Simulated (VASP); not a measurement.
Runs of VASP 6.6.1 on Be. The structure is cubic, space group Fm-3m (No. 225). The conventional cell has a = 3.158 Å, b = 3.158 Å, c = 3.158 Å, α = 90.00°, β = 90.00°, γ = 90.00°. Be (site symmetry m-3m) is surrounded by 12 Be at 2.23 Å. The cell was built by a generator and needn't be a form met in nature.

| task | level | cell | cutoff (eV) | gap on the mesh (eV) | pressure (GPa) | relaxed volume (Å³/atom) |
| --- | --- | --- | --- | --- | --- | --- |
| band structure | r2SCAN | as given | 520 | - | 0.1 | - |
| relaxation of cell and atoms | revPBE+D3(BJ) | relaxed | 600 | none | -0.1 | (a) |
| relaxation of cell and atoms | revPBE+dDsC | relaxed | 600 | none | 0.1 | 7.95 |
| band structure | SCAN | as given | 520 | - | 0.6 | - |

Alike in all rows: potentials or basis VASP PAW PBE potentials, release 64 (Be); no spin polarisation; k mesh 14 × 14 × 14; smearing fermi-dirac 0.05 eV.

Estimate the missing entries.

(a) 7.07.

Caveats: the PAW data sets were made with another functional, which shifts forces and pressure a little; pairwise dispersion overbinds metals, which lowers pressure and volume (some runs).

A gap of «none» marks a metal or a gap under the smearing width.

Runs at the PBE level aren't shown here.
